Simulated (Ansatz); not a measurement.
# B2As2H7: the cost of one run

Program: Ansatz 0.2.0. Level of theory: DFT PBE, scalar-relativistic, plane waves, PAW. These are calculated values, not measurements.

2 further runs of the same task are left out: 2 set aside as unsound or not needed. Runs told in other sessions of the task aren't counted.

### 1 The system as given

It takes space group F-43m (No. 216, cubic). Conventional cell: a = 4.809 Å, b = 4.809 Å, c = 4.809 Å, α = 90.00°, β = 90.00°, γ = 90.00°. Around B (site symmetry -43m) lie 4 As at 2.08 Å. Around As (site symmetry -43m) lie 4 B at 2.08 Å.

Coordinates:

```
B As
1.0
     0.00000    2.40441    2.40441
     2.40441    0.00000    2.40441
     2.40441    2.40441    0.00000
B As
1 1
Direct
  0.00000 0.00000 0.00000
  0.25000 0.25000 0.25000
```

This cell was relaxed beforehand with the same method: volume 13.90 Å³/atom, gap on the mesh 1.20 eV.

### 2 The [111] wire, 8 host atoms a period with H caps

The wire is cut from the relaxed crystal, periodic along c with vacuum across. Atoms and period relax; energies count from the bulk, -2506.0525 eV an atom. Each H cap counts from half an H2 molecule (-15.872 eV in a separate run).

The cell holds 4 B, 4 As, 14 H: a = 13.500 Å, b = 15.200 Å, c = 8.329 Å, α = 90.00°, β = 90.00°, γ = 90.00°.

### 3 Relaxation

Pressure and volume refer to the whole cell with its vacuum; only the period along c may change.

Input file input.yaml:

```yaml
crystal:
  lattice:
    - [13.5, 0.0, 0.0]
    - [0.0, 15.2, 0.0]
    - [0.0, 0.0, 8.3291246211]
  atoms:
    - { symbol: B, position: [0.5611876488, 0.5, 0.0] }
    - { symbol: As, position: [0.4884767784, 0.3881463524, 0.4166666667] }
    - { symbol: B, position: [0.415765908, 0.5, 0.3333333333] }
    - { symbol: As, position: [0.4884767784, 0.6118536476, 0.4166666667] }
    - { symbol: B, position: [0.4884767784, 0.6118536476, 0.6666666667] }
    - { symbol: As, position: [0.415765908, 0.5, 0.0833333333] }
    - { symbol: B, position: [0.4884767784, 0.3881463524, 0.6666666667] }
    - { symbol: As, position: [0.5611876488, 0.5, 0.75] }
    - { symbol: H, position: [0.6027410843, 0.5639230876, 0.0476240523] }
    - { symbol: H, position: [0.6027410843, 0.4360769124, 0.0476240523] }
    - { symbol: H, position: [0.4354001212, 0.3064966943, 0.3558359444] }
    - { symbol: H, position: [0.5946300927, 0.3881463524, 0.3558359444] }
    - { symbol: H, position: [0.3326590369, 0.5, 0.3809573856] }
    - { symbol: H, position: [0.4354001212, 0.6935033057, 0.3558359444] }
    - { symbol: H, position: [0.5946300927, 0.6118536476, 0.3558359444] }
    - { symbol: H, position: [0.4053699073, 0.6118536476, 0.714290719] }
    - { symbol: H, position: [0.5300302139, 0.6757767352, 0.714290719] }
    - { symbol: H, position: [0.3626892508, 0.4183503419, 0.0225026111] }
    - { symbol: H, position: [0.3626892508, 0.5816496581, 0.0225026111] }
    - { symbol: H, position: [0.4053699073, 0.3881463524, 0.714290719] }
    - { symbol: H, position: [0.5300302139, 0.3242232648, 0.714290719] }
    - { symbol: H, position: [0.6673409631, 0.5, 0.6891692777] }
basis:
  ecutwfc: 420
kpoints:
  mp_grid: { grid: [1, 1, 4] }
hamiltonian:
  xc: pbe
scf:
  occupations: { method: gaussian, width: 0.05 }
output:
  forces: true
  stress: true
  eigenvalues: true
  populations: true
  write_density: true
  write_potential: true
  elf: true
  volumetric_format: npy
relax:
  adjacent_minimum: "off"
  f_tol: 0.02
  max_steps: 45
  cell: { fix: [a, b, alpha, beta, gamma], stress_tol: 0.03 }
```

The run is started by

```console
$ ansatz run input.yaml --threads 4 --pin off --max-ram 11264MiB --backend cpu --events-out ev --progress --plain --runs-dir out
```

Q: Estimate wall time and peak memory on 4 threads of Intel Xeon Platinum 8259CL at 2.50GHz (Skylake/Cascade Lake), shared host.

About 2.1 min, with a peak of 2 GiB.
